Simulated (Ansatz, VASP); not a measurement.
**One calculation of Pt, two programs**

```
Pt
1.0
     0.00000    2.05579    2.00685
     2.05579    0.00000    2.00685
     2.05579    2.05579    0.00000
Pt
1
Direct
  0.00000 0.00000 0.00000
```

Change from the starting cell: strain +0.050 along x and y, +0.025 along z, atoms carried along.

Alike in both runs: task single point; functional PBEsol; k mesh 20 × 20 × 20; occupations gaussian, width 0.15 eV; no spin polarisation.

|  | VASP | Ansatz |
| --- | --- | --- |
| version | VASP 6.6.1 | Ansatz 0.2.0 |
| potentials or method | VASP PAW PBE potentials, release 64 (Pt) | scalar-relativistic, plane waves, PAW |
| plane-wave cutoff (eV) | 520 | 420 |
| valence electrons in the cell | 10 | 18 |

```csv
,VASP,Ansatz,Ansatz less VASP
gap on the k mesh at the Fermi level (eV),none,none,-
pressure (GPa),-25.2,-24.8,+0.33
largest component of the traceless stress (GPa),0.83,0.83,+0.001
```

A gap of «none» marks a metal or a gap that the smearing closes. The two sets of potentials don't hold the same shells in valence.

Caveats: so large a pressure means that the cell lies far from this level's equilibrium, or that cutoff or potentials fall short (VASP); the potentials were made for another functional, which shifts forces and pressure (VASP). The runs have no spin-orbit coupling, so splittings on Pt are missing.
